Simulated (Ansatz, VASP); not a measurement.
**MgS in VASP and in Ansatz**

```
CELL_PARAMETERS angstrom
3.95548 0.00000 0.00000
0.00000 5.59390 0.00000
0.00000 0.00000 3.95548
ATOMIC_POSITIONS crystal
Mg 0.00000 0.00000 0.00000
Mg 0.50000 0.50000 0.50000
S 0.50000 0.25000 0.00000
S 0.00000 0.75000 0.50000
```

The cell was built by a generator and needn't be a form met in nature.

Alike in both runs: functional LDA; k mesh 6 × 4 × 6; occupations gaussian, width 0.02 eV; no spin polarisation.

Ansatz relaxed the structure, and its values are those at the end. VASP's run is a single point on that final structure, the one shown.

|  | VASP | Ansatz |
| --- | --- | --- |
| version | VASP 6.6.1 | Ansatz 0.2.0 |
| potentials or method | VASP PAW LDA potentials, release 64 (Mg, S) | scalar-relativistic, plane waves, PAW |
| plane-wave cutoff (eV) | 520 | 420 |
| valence electrons in the cell | 16 | 32 |

|  | VASP | Ansatz | Ansatz less VASP |
| --- | --- | --- | --- |
| gap on the k mesh at the Fermi level (eV) | 3.38 | 3.36 | -0.012 |
| least direct gap on the mesh (eV) | 3.38 | 3.36 | -0.012 |
| pressure (GPa) | -0.3 | 0.0 | +0.34 |

The two sets of potentials don't hold the same shells in valence. Ansatz warned: «pseudo_functional_mismatch».

A k mesh can miss the band edges. Expect the measured gap to be larger: semilocal functionals such as LDA lack the derivative discontinuity.
